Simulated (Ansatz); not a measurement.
## KF: comparing deformations

Theory: DFT r2SCAN, scalar-relativistic, plane waves, PAW (Ansatz). Settings: plane waves to 500 eV, k-mesh 8×8×8 (Γ-centred), Gaussian smearing 0.05 eV. No spin polarisation. Energies are free energies at this smearing, counted from the undisturbed cell; pressure is positive in compression.

The starting cell (as given, not relaxed at this level; it stands at -0.5 GPa):

```
CELL_PARAMETERS angstrom
0.00000 2.67350 2.67350
2.67350 0.00000 2.67350
2.67350 2.67350 0.00000
ATOMIC_POSITIONS crystal
K 0.00000 0.00000 0.00000
F 0.50000 0.50000 0.50000
```

The cell is strained by ε times a Voigt pattern (xx, yy, zz, yz, xz, xy; engineering shear) with fractional coordinates fixed. τ = (1/V0) dE/dε comes from the stress tensor. Of each scan, only the three points used here are listed.

| pattern | ε | τ (GPa) |
| --- | --- | --- |
| (1, 1, 0, 0, 0, 0) | -0.0050 | 0.22 |
| (1, 1, 0, 0, 0, 0) | 0.0000 | 1.10 |
| (1, 1, 0, 0, 0, 0) | 0.0050 | 1.92 |
| (0, 0, 1, 0, 0, 0) | -0.0250 | -1.57 |
| (0, 0, 1, 0, 0, 0) | 0.0000 | 0.55 |
| (0, 0, 1, 0, 0, 0) | 0.0250 | 2.03 |
| (1, -1, 0, 0, 0, 0) | -0.0025 | -0.28 |
| (1, -1, 0, 0, 0, 0) | 0.0000 | 0.00 |
| (1, -1, 0, 0, 0, 0) | 0.0025 | 0.28 |

Which constants do the scans give, and which deformation costs least for the same size of strain tensor?

The slope dτ/dε at zero (parabola through three points) is pᵀCp: (1, 1, 0, 0, 0, 0) gives 2(C11 + C12) = 170 GPa; (0, 0, 1, 0, 0, 0) gives C11 = 72 GPa; (1, -1, 0, 0, 0, 0) gives 2(C11 − C12) = 114 GPa. The size of the strain tensor, ε:ε, is ε² times 2.0, 1.0, 2.0. Per unit of it the stiffnesses are 85, 72, 57 GPa, so (1, -1, 0, 0, 0, 0) is the softest of these: at ε:ε = (1 %)² the quadratic term costs 0.34 meV/atom against 0.51 for the stiffest.

What else follows for this cubic crystal?

From the unrounded slopes C11 = 72.0 and C12 = 12.9 GPa, so B = (C11 + 2 C12)/3 = 33 GPa and the Poisson ratio for a pull along a cube edge is C12/(C11 + C12) = 0.15. Symmetry also asks 2(C11 − C12) = 118 GPa, against 114 from its own scan.